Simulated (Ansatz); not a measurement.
Relaxed bulk SiC:

```xyz
2
Lattice="0.0000 2.1899 2.1899 2.1899 0.0000 2.1899 2.1899 2.1899 0.0000" Properties=species:S:1:pos:R:3 pbc="T T T"
Si    0.0000    0.0000    0.0000
C     3.2848    3.2848    3.2848
```

Miller indices refer to the conventional cell of F-43m (No. 216), a = 4.380 Å, b = 4.380 Å, c = 4.380 Å, α = 90.00°, β = 90.00°, γ = 90.00°. The bulk's gap is 1.37 eV.

The (100) slab of 12 planes, 12.0 Å thick with 15 Å of vacuum as cut; outer planes Si (top) and C (bottom).

The calculation used DFT PBE, scalar-relativistic, plane waves, PAW (Ansatz 0.2.0). Plane waves to 420 eV, a k mesh through Γ of 9×9×1 on the computed 12-atom cell and Gaussian smearing (0.05 eV); no spin polarisation. The cell repeats along c with a dipole correction in the vacuum.

This cut of an insulator is polar or leaves open shells, so the slab is metallic here; real surfaces compensate by reconstruction or adsorbates.

With the atoms at the bulk's places:

```yaml
Surface_energy_mean_of_both_faces: 5.10 J/m²
Gap_of_the_slab_on_the_mesh: none (metal or semimetal)
Work_function: 5.74 eV (top), 7.30 eV (bottom)
Dipole_of_the_slab_along_+c_per_cell: 0.08 e·Å
```

(1) What changes when all atoms relax within this surface cell and its symmetry?

Results:

(1) The energy falls by 0.153 J/m² a face, and the largest move is 0.15 Å.

| Quantity | Value |
| --- | --- |
| Surface energy (mean of both faces) | 4.95 J/m² |
| Gap of the slab on the mesh | none (metal or semimetal) |
| Work function | 5.79 eV (top), 7.03 eV (bottom) |
| Dipole of the slab along +c, per cell | 0.07 e·Å |

```
plane (bottom to top) atoms spacing to next, bulk (Å) relaxed (Å) change (%)
                    1      C                      1.095        0.922       -15.8
                    2     Si                      1.095        1.119        +2.2
                    3      C                      1.095        1.072        -2.1
                    4     Si                      1.095        1.103        +0.8
                    5      C                      1.095        1.093        -0.2
                    6     Si                      1.095        1.097        +0.2
                    7      C                      1.095        1.094        -0.1
                    8     Si                      1.095        1.095         0.0
                    9      C                      1.095        1.092        -0.3
                   10     Si                      1.095        1.088        -0.6
                   11      C                      1.095        1.117        +2.0
                   12     Si
```